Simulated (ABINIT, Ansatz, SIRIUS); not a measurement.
# The band gap of GaAs, sorted by core time

**What was measured.** The band gap of GaAs (F-43m) is reported as 1.52 eV at 1.2 K (a printed reference work). The runs below try to reproduce it.

Symmetry: F-43m, No. 216, cubic system. Conventional cell: a = 5.654 Å, b = 5.654 Å, c = 5.654 Å, α = 90.00°, β = 90.00°, γ = 90.00°. As (site symmetry -43m) has 4 Ga at 2.45 Å as nearest neighbours. Ga (site symmetry -43m) is surrounded by 4 As at 2.45 Å.

| rung | level | program and potentials | cutoff (eV) | k mesh | smearing | task | spin | core time | chip | band gap (eV) | miss (eV) | notes |
| --- | --- | --- | --- | --- | --- | --- | --- | --- | --- | --- | --- | --- |
| meta-GGA | r2SCAN | Ansatz, Ansatz PAW | 500 | 6 × 6 × 6 | fermi-dirac 0.05 | band structure | off | 4.5 s | AMD EPYC 9R45 Zen 5 | 1.01 | -0.51 | potentials made for PBE, which Ansatz adapts in part |
| meta-GGA | r2SCAN | Ansatz, Ansatz PAW | 500 | 6 × 6 × 6 | fermi-dirac 0.05 | band structure | SOC, no magnetisation | 14 s | AMD EPYC 9R45 Zen 5 | 0.91 | -0.61 | potentials made for PBE, which Ansatz adapts in part |
| GGA | PBEsol | Ansatz, all-electron LAPW, scalar-relativistic | - | 8 × 8 × 8 | fermi-dirac 0.05 | band structure | off | 26 s | Arm Neoverse V1 | 0.45 | -1.07 | - |
| LDA | LDA | Ansatz, Ansatz PAW | 420 | 8 × 8 × 8 | fermi-dirac 0.05 | band structure | SOC, no magnetisation | 50 s | Arm Neoverse V1 | 0.17 | -1.35 | potentials made for PBE, which Ansatz adapts in part |
| GGA | revPBE | ABINIT, JTH PAW PBE v2.0 | 463 | 8 × 8 × 8 | fermi-dirac 0.05 | band structure | off | 63 s | Arm Neoverse V1 | 0.60 | -0.92 | potentials made for PBE |
| GGA | WC | ABINIT, JTH PAW PBE v2.0 | 463 | 8 × 8 × 8 | fermi-dirac 0.05 | band structure | off | 67 s | Arm Neoverse V1 | 0.39 | -1.13 | potentials made for PBE |
| GGA | PBE | SIRIUS, PseudoDojo 0.4.1 PBE standard (scalar relativistic) | 1152 | 8 × 8 × 8 | fermi-dirac 0.05 | single point | off | 74 s | Arm Neoverse V1 | 0.52 | -1.00 | - |
| LDA | LDA | Ansatz, all-electron LAPW, relativistic spinors | - | 6 × 6 × 6 | fermi-dirac 0.05 | band structure | SOC, no magnetisation | 1.8 min | Intel Xeon Skylake/Cascade Lake | 0.17 | -1.35 | - |
| LDA | LDA | ABINIT, PseudoDojo NC SR LDA v0.4.1 standard | 1088 | 8 × 8 × 8 | fermi-dirac 0.05 | band structure | off | 5.1 min | Arm Neoverse V2 | 0.28 | -1.24 | - |
| hybrid | BHLYP | Ansatz, Ansatz PAW | 420 | 5 × 5 × 5 | fermi-dirac 0.05 | band structure | off | 5.5 min | AMD EPYC 7B13 Zen 3 | 3.60 | +2.08 | potentials made for PBE, which Ansatz adapts in part |
| meta-GGA | r2SCAN | ABINIT, Ansatz NC r2SCAN | 1469 | 8 × 8 × 8 | fermi-dirac 0.05 | single point | off | 43 min | Intel Xeon Platinum 8375C Ice Lake | 1.02 | -0.50 | - |

Times are single runs on shared hosts and different chips, so they are rough; meshes, cutoffs and the tasks' sizes weigh on the time. Gaps are the least found on the k mesh or the band path, and a mesh can miss the band edges. Smearing widths are in eV. The cell comes from a database and isn't always the measured one. Meshes differ between rows, which moves values too. All levels ran on this one cell, unrelaxed unless noted. Meshes are those of the run's cell of 2 atoms unless a note names another. Misses use the values as printed. Runs on faulty files, with rough fits or with known faults for this quantity aren't shown.

By rung: LDA with SOC 0.17; LDA 0.28; GGA 0.39 to 0.60; meta-GGA 1.01 to 1.02; meta-GGA with SOC 0.91; hybrid 3.60 (eV). Measured: 1.52 eV at 1.2 K (a printed reference work). Closest is r2SCAN with ABINIT, Ansatz NC r2SCAN (-0.50 eV), and PBE misses by -1.00 eV on plain settings. LDA and GGA gaps fall short mostly because these functionals lack the derivative discontinuity; the runs are for a static lattice, while measurements hold temperature and zero-point motion; rows without SOC leave out spin-orbit coupling, which moves the band edges where heavy atoms are present.
